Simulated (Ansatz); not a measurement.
## CdF₂: all-electron results

```yaml
crystal:
  lattice:
    - [0.00000, 2.69400, 2.69400]
    - [2.69400, 0.00000, 2.69400]
    - [2.69400, 2.69400, 0.00000]
  atoms:
    - { symbol: Cd, position: [0.00000, 0.00000, 0.00000] }
    - { symbol: F, position: [0.25000, 0.25000, 0.25000] }
    - { symbol: F, position: [0.75000, 0.75000, 0.75000] }
```

Atoms are numbered in the order listed.

The cell comes from COD entry 9009006, which wasn't checked; take it as a given geometry.

Methods: DFT, PBE, all-electron LAPW, scalar-relativistic (Ansatz 0.2.0); DFT, PBE, PAW with Ansatz's default frozen-core files, scalar-relativistic (Ansatz 0.2.0).

For LAPW: a Γ-centred 8×8×8 k mesh, Fermi–Dirac smearing of 0.02 eV, basis error target 1 meV/atom, no spin polarisation. PAW takes a cutoff of 420 eV at this cell. The Ansatz runs share mesh, smearing and spin set-up. Values come from LAPW unless marked.

```yaml
Bader_charges_from_the_PAW_run: Cd1 +1.48, F2 -0.74 e
Band_gap: 3.09 eV, indirect from W (0.5, 0.25, 0.75) to Γ
Pressure_at_this_cell: 5.43 GPa
Volume_per_atom: 88.0 bohr³
```

Problem. Give the computed value. Smallest direct gap on the path.

Solution. 3.60 eV.

Problem. Predict this quantity. Löwdin charges (with 0.13 e of the cell spilling out of the atomic basis, so their sizes and signs hang on that basis).

Solution. Cd1 1.55, F2 -0.71 e.
